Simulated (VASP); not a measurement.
# CrO₂, DFT+U ground state: which settings are enough?

CrO₂, Cmcm (no. 63), 6 atoms in the cell. PBEsol, DFT+U; PAW potentials Cr_pv, O (PBE set). VASP 6.6.1.

Wanted: pressure within 0.5 GPa; gap within 0.02 eV; site moments within 0.02 μB; forces within 0.01 eV/Å.

Hubbard U (eV): Cr shell d, U 5; LDAUTYPE: 2; Starting moments (muB): 4, -4, 0, 0, 0, 0.

POSCAR:
```
CrO2
1.0
    1.4318600000     -2.6135190000      0.0000000000
    1.4318600000      2.6135190000      0.0000000000
    0.0000000000      0.0000000000     10.7884890000
Cr O
2 4
Direct
    0.0000000000      0.0000000000      0.5000000000
    0.0000000000      0.0000000000      0.0000000000
    0.3359030000      0.6640970000      0.5891990000
    0.3359030000      0.6640970000      0.9108010000
    0.6640970000      0.3359030000      0.4108010000
    0.6640970000      0.3359030000      0.0891990000
```

The series start from LMAXMIX: 4; Density mixing: linear for magnets; Electronic algorithm: Normal; Aspherical terms in the spheres: true; k-point spacing (1/Å): 0.3; Cutoff (eV): 400; Precision mode: Accurate. Each series keeps the choices made before it, and each single choice may use up half of a tolerance.

## LMAXMIX

| LMAXMIX | Pressure (GPa) | Gap (eV) | Site moments, largest deviation (μB) | Forces, largest deviation (eV/Å) | SCF iterations | Time (s) |
|---|---|---|---|---|---|---|
| 4 | -10.43 | 0.892 | 0.000 | 0.000 | 23 | 42 |
| 2 | -10.40 | 0.892 | 0.000 | 0.000 | 39 | 62 |

Chosen: 4; no other choice that stays within half of the tolerance saves 30 % of the time.

## Density mixing

| Density mixing | Pressure (GPa) | Gap (eV) | Site moments, largest deviation (μB) | Forces, largest deviation (eV/Å) | SCF iterations | Time (s) |
|---|---|---|---|---|---|---|
| linear for magnets | -10.43 | 0.892 | 0.000 | 0.000 | 23 | 42 |
| default | -10.38 | 0.892 | 0.001 | 0.000 | 19 | 30 |
| AMIX 0.2, AMIX_MAG 0.8 | -10.42 | 0.892 | 0.000 | 0.000 | 28 | 45 |

Chosen: linear for magnets.

## Electronic algorithm

| Electronic algorithm | Pressure (GPa) | Gap (eV) | Site moments, largest deviation (μB) | Forces, largest deviation (eV/Å) | SCF iterations | Time (s) |
|---|---|---|---|---|---|---|
| Normal | -10.43 | 0.892 | 0.000 | 0.000 | 23 | 42 |
| Fast | -10.41 | 0.891 | 0.000 | 0.000 | 27 | 45 |
| All | -10.42 | 0.892 | 0.001 | 0.002 | 36 | 52 |
| Damped | -10.41 | 0.892 | 0.001 | 0.000 | 99 | 96 |

Chosen: Normal.

## Aspherical terms in the spheres

| Aspherical terms in the spheres | Pressure (GPa) | Gap (eV) | Site moments, largest deviation (μB) | Forces, largest deviation (eV/Å) | SCF iterations | Time (s) |
|---|---|---|---|---|---|---|
| true | -10.43 | 0.892 | 0.000 | 0.000 | 23 | 42 |
| false | -10.34 | 0.813 | 0.023 | 0.005 | 27 | 38 |

Chosen: true.

## k-point spacing (1/Å)

| k-point spacing (1/Å) | Pressure (GPa) | Gap (eV) | Site moments, largest deviation (μB) | Forces, largest deviation (eV/Å) | SCF iterations | Time (s) |
|---|---|---|---|---|---|---|
| 0.6 | -10.35 | 0.908 | 0.002 | 0.020 | 28 | 12 |
| 0.45 | -10.45 | 0.822 | 0.001 | 0.002 | 21 | 18 |
| 0.35 | -10.40 | 0.906 | 0.000 | 0.000 | 23 | 30 |
| 0.3 | -10.43 | 0.892 | 0.000 | 0.001 | 23 | 42 |
| 0.25 | -10.38 | 0.833 | 0.000 | 0.000 | 27 | 58 |
| 0.2 (reference) | -10.39 | 0.847 | 0.000 | 0.000 | 28 | 81 |

Chosen: 0.2; the next looser run is off by more than half of the tolerance, so convergence isn't shown beyond this value.

## Cutoff (eV)

| Cutoff (eV) | Pressure (GPa) | Gap (eV) | Site moments, largest deviation (μB) | Forces, largest deviation (eV/Å) | SCF iterations | Time (s) |
|---|---|---|---|---|---|---|
| 300 | -42.60 | 0.877 | 0.012 | 0.154 | 27 | 57 |
| 350 | -20.33 | 0.852 | 0.005 | 0.074 | 28 | 70 |
| 400 | -10.39 | 0.847 | 0.002 | 0.004 | 28 | 81 |
| 450 | -6.29 | 0.844 | 0.001 | 0.005 | 27 | 98 |
| 520 | -4.87 | 0.843 | 0.000 | 0.008 | 28 | 97 |
| 700 (reference) | -5.09 | 0.844 | 0.000 | 0.000 | 27 | 156 |

Chosen: 700; the next looser run is off by more than half of the tolerance, so convergence isn't shown beyond this value.

## Precision mode

| Precision mode | Pressure (GPa) | Gap (eV) | Site moments, largest deviation (μB) | Forces, largest deviation (eV/Å) | SCF iterations | Time (s) |
|---|---|---|---|---|---|---|
| Accurate | -5.09 | 0.844 | 0.000 | 0.000 | 27 | 156 |
| Normal | -5.10 | 0.844 | 0.000 | 0.000 | 27 | 101 |

Chosen: Normal, the fastest of those that stay within half of the tolerance.

## All choices together

| Input | Pressure (GPa) | Gap (eV) | Site moments, largest deviation (μB) | Forces, largest deviation (eV/Å) | Time (s) |
|---|---|---|---|---|---|
| U tags alone: default cutoff, precision, mixing, smearing and parallel starting moments (naive) | -10.27 | 0.000 | 4.474 | 0.004 | 19 |
| chosen settings | -5.10 | 0.844 | 0.000 | 0.000 | 101 |
| reference settings throughout | -5.09 | 0.844 | 0.000 | 0.000 | 156 |

The chosen settings stay within the tolerance of the reference run, but the reference itself isn't shown to be converged in: k-point spacing (1/Å), Cutoff (eV).

Values of the reference run: Site moments: 2.226, -2.226, -0.116, 0.116, -0.116, 0.116 μB.

## The input

INCAR:
```
SYSTEM = CrO2
PREC = Normal
ENCUT = 700
EDIFF = 1E-6
NELM = 200
ALGO = Normal
ISMEAR = 0
SIGMA = 0.05
LREAL = .FALSE.
LASPH = .TRUE.
LMAXMIX = 4
LORBIT = 11
LWAVE = .FALSE.
LCHARG = .FALSE.
GGA = PS
ISPIN = 2
MAGMOM = 4 -4 0 0 0 0
ISIF = 2
AMIX = 0.2
BMIX = 1E-4
AMIX_MAG = 0.8
BMIX_MAG = 1E-4
LDAU = .TRUE.
LDAUTYPE = 2
LDAUL = 2 -1
LDAUU = 5 0
LDAUJ = 0 0
LDAUPRINT = 1
```

KPOINTS:
```
Automatic mesh
0
Gamma
  13 13 3
  0 0 0
```

Commands:
```
cat potpaw_PBE.64/Cr_pv/POTCAR potpaw_PBE.64/O/POTCAR > POTCAR
mpirun -np 4 vasp_std > vasp.out
```

Limits: Magnetic orders weren't compared, so this needn't be the magnetic ground state.

The chosen input took VASP 6.6.1 101 s on 4 cores (Intel Xeon 6975P-C (Granite Rapids)), a shared host.

## An input that fails: mixing far too strong

What the run shows: internal error in RAD_INT: RHOPS /= RHOAE If you are not a developer, you should not encounter this problem. Please submit a bug report.

Changes against the starting input:
```
- NELM = 200
- AMIX = 0.2
- BMIX = 0.0001
- AMIX_MAG = 0.8
- BMIX_MAG = 0.0001
+ NELM = 60
+ AMIX = 1.5
+ BMIX = 3
+ AMIX_MAG = 3.0
+ BMIX_MAG = 3
+ IMIX = 1
```
